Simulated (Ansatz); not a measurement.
An Ansatz run on a 6-atom cell of ZrO₂ started from a crystallographic database left the output below. The cell was relaxed with r2SCAN and then strained (isotropic -4.85 % on every length), with the atoms relaxed again with r2SCAN; k points keep the names of the unstrained zone.

The cell given to it:
```
Zr O
1.0
     3.42638    0.00000    0.00000
     0.00000    3.42638    0.00000
     0.00000    0.00000    4.97367
Zr O
2 4
Direct
  0.00000 0.00000 0.00000
  0.50000 0.50000 0.50000
  0.00000 0.50000 0.22964
  0.00000 0.50000 0.72964
  0.50000 0.00000 0.27036
  0.50000 0.00000 0.77036
```

The log, with set-up remarks and timings taken out:
```
scf.n_extra_bands = 5 over 24 filled bands (N_el = 48.0): the run solves 29 bands
Functional definition: PBE
Crystal: 6 atoms, lattice volume = 58.391 Å³
Basis set: ecut = 420 eV, 1141 PW (Γ)
Bands: 29, of which v1, the nominal top of the filled ones, is band 24 counted from 1 (23 counted from 0)
Symmetry: 16 space group operations
Space group: P42/nmc (ITA 137)
k-points: 60 of 384
preconditioner: auto → Resta (q_TF=auto, 2.641 Å⁻¹)  ε∞=4.6  [insulator: Δε(μ)=3.977 eV  σ=0.020 eV  ℏωp=32.2 eV]
SCF converged after 6 iterations
Free energy (F): -10646.583226 eV
Fermi energy:    16.110043 eV
--- Forces (eV/Å), atoms counted from 1 ---
  atom   1  Zr      0.00000      0.00000      0.00000
  atom   2  Zr      0.00000      0.00000      0.00000
  atom   3  O       0.00000      0.00000      0.01751
  atom   4  O       0.00000      0.00000      0.01751
  atom   5  O       0.00000      0.00000    -0.01751
  atom   6  O       0.00000      0.00000    -0.01751
--- Stress (GPa, compression-positive) ---
       48.231910       0.000000       0.000000
        0.000000      48.231910       0.000000
        0.000000       0.000000      37.029221
  P = ⅓ Tr σ = 44.4977 GPa (444.977 kbar)
--- Band table (eV; the first three rows and the last of 60) ---
  k-point 0: bands = […, 12.5553, 12.5553, 13.4273, 13.7123, 13.7123, 13.7286, 18.0765, 18.1441, 18.5010, 19.6525, …]
  k-point 1: bands = […, 12.7424, 12.8858, 12.8858, 13.2766, 13.7388, 13.7388, 18.1630, 18.4166, 18.6116, 19.5207, …]
  k-point 2: bands = […, 11.3916, 12.0859, 13.3736, 13.3736, 13.7780, 13.7780, 18.4099, 18.8466, 18.8599, 19.1860, …]
  k-point 59: bands = […, 11.5978, 11.5978, 12.7340, 12.7340, 14.0265, 14.0265, 19.2544, 19.2544, 19.6388, 19.6388, …]
```

bands.tsv, columns around the gap (it counts bands from 0):
```tsv
# k_distance	band_19	band_20	band_21	band_22	band_23	band_24	band_25	band_26	band_27
# fermi_ev = 16.110043
# [0, 0, 0] at k_distance = 0.000000
# [0, 0.5, 0] at k_distance = 0.916885
# [0.5, 0.5, 0] at k_distance = 1.833769
# [0, 0, 0.5] at k_distance = 3.276105
# [0, 0.5, 0.5] at k_distance = 4.192990
# [0.5, 0.5, 0.5] at k_distance = 5.109874
# levels_relative_to = fermi_ev
0.000	-3.555	-2.683	-2.398	-2.398	-2.381	1.966	2.034	2.391	3.542
0.917	-4.743	-4.104	-4.104	-2.607	-2.607	2.505	2.505	3.503	3.503
1.834	-3.811	-3.440	-3.440	-1.993	-1.993	2.589	2.589	3.560	3.560
3.276	-5.420	-2.504	-2.504	-2.344	-2.344	2.667	2.667	2.903	2.903
4.193	-4.530	-3.651	-3.651	-3.545	-3.545	2.621	2.621	2.656	2.656
5.110	-4.512	-3.376	-3.376	-2.084	-2.084	3.144	3.144	3.529	3.529
```
In order the rows are Γ, X, M, Z, R, A.

Problem. Write the input file that gave this output.

Solution.
```yaml
crystal:
  # lattice and atoms as above
kpoints:
  mp_grid: { grid: [8, 8, 6] }
  band_path:
    path:
      - [0.0, 0.0, 0.0]
      - [0.0, 0.5, 0.0]
      - [0.5, 0.5, 0.0]
      - [0.0, 0.0, 0.5]
      - [0.0, 0.5, 0.5]
      - [0.5, 0.5, 0.5]
    npoints: 1
hamiltonian:
  xc: pbe
scf:
  occupations: { method: fermi_dirac, width: 0.02 }
  n_extra_bands: 5
output:
  forces: true
  stress: true
  eigenvalues: true
```
A single point prints forces and stress when the output block asks for them. Keys that aren't typed take their defaults; thresholds and the kind of smearing can't be read off these lines.

Command: `ansatz run input.yaml --threads 4 --pin off --max-ram 4608MiB --backend cpu --events-out ev --progress --plain --runs-dir out`. It took 1.9 s on 4 threads of Arm Neoverse V1, on a shared host, load about 0.6 per core; peak host memory 0.4 GiB.

The values are computed, spin-unpolarised, and not measurements.
